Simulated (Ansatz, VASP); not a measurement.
## One calculation of CuAu, two programs

```
Cu Au
1.0
     2.81854    0.00000    0.00000
     0.00000    2.81854    0.00000
     0.00000    0.00000    3.69431
Cu Au
1 1
Direct
  0.50000 0.50000 0.50000
  0.00000 0.00000 0.00000
```

Change from the starting cell: volume scaled by 1.02, PAW files.

Alike in both runs: task electric field gradients; functional PBE; k mesh 13 × 13 × 10; occupations fermi-dirac, width 0.05 eV; no spin polarisation.

|  | VASP | Ansatz |
| --- | --- | --- |
| version | VASP 6.6.1 | Ansatz 0.2.0 |
| potentials or method | VASP PAW PBE potentials, release 64 (Cu, Au) | PAW with Ansatz's default frozen-core files, scalar-relativistic |
| plane-wave cutoff (eV) | 520 | 420 |
| valence electrons in the cell | 22 | 38 |

|  | VASP | Ansatz | Ansatz less VASP |
| --- | --- | --- | --- |
| pressure (GPa) | 3.3 | 3.3 | 0.00 |
| largest component of the traceless stress (GPa) | 0.18 | 0.13 | -0.049 |
| Vzz of the field gradient on the site that differs most (V/Å²) | 74.5 | 50.5 | -23.97 |

The two sets of potentials don't hold the same shells in valence. Ansatz warned: «gradients_without_spin_orbit».

Spin-orbit coupling is left out, which matters for the levels of Au.
